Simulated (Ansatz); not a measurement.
A plane-wave DFT run in Ansatz 0.2.0 (scalar-relativistic PAW potentials unless the input names others): input and command.

```yaml
crystal:
  lattice:
    - [6.1510164499, 0.0006846236, -0.1171400818]
    - [-2.7837574327, 5.4850431531, 0.1171400817]
    - [-1.5316713539, 0.940173189, 2.2506787004]
  atoms:
    - { symbol: Au, position: [0.0, 0.5, 0.0] }
    - { symbol: Au, position: [0.5, 0.5, 0.0] }
    - { symbol: Au, position: [0.0, 0.0, 0.0] }
    - { symbol: Au, position: [0.5, 0.0, 0.0] }
basis:
  ecutwfc: 420
kpoints:
  mp_grid: { grid: [7, 7, 15] }
hamiltonian:
  xc: gga
scf:
  occupations: { method: gaussian, width: 0.1 }
  max_iter: 100
output:
  forces: true
  eigenvalues: true
  stress: true
```

```bash
ansatz run input.yaml --threads 8 --pin off --max-ram 20480MiB --backend cpu --events-out ev --progress --plain --runs-dir out
```

Task: What will the program do with this input?

Result: The program refuses it, because of an unknown functional (hamiltonian.xc: "pbe" → "gga"). With the sound run's settings it is accepted.

Abridged log:
```
Error: YAML parse error: error: line 16 column 7: hamiltonian.xc: unknown variant `gga`, expected one of `lda`, `lda-pw`, `pw92`, `pbe`, `pbesol`, `rpbe`, `revpbe`, `blyp`, `pbe0`, `revpbe0`, `b3lyp`, `b3lyp5`, `hse06`, `wpbeh`, `hiss`, `lc_wpbe`, `cam_b3lyp`, `hf`, `r2scan`, `r2scanh`, `r2scan0`, `r2scan50`, `mr2scan`
  --> <input>:16:7
   |
14 |   mp_grid: { grid: [7, 7, 15] }
15 | hamiltonian:
16 |   xc: gga
   |       ^ hamiltonian.xc: unknown variant `gga`, expected one of `lda`, `lda-pw`, `pw92`, `pbe`, `pbesol`, `rpbe`, `revpbe`, `blyp`, `pbe0`, `revpbe0`, `b3lyp`, `b3lyp5`, `hse06`, `wpbeh`, `hiss`, `lc_wpbe`, `cam_b3lyp`, `hf`, `r2scan`, `r2scanh`, `r2scan0`, `r2scan50`, `mr2scan`
17 | scf:
18 |   occupations: { method: gaussian, width: 0.1 }
   |
```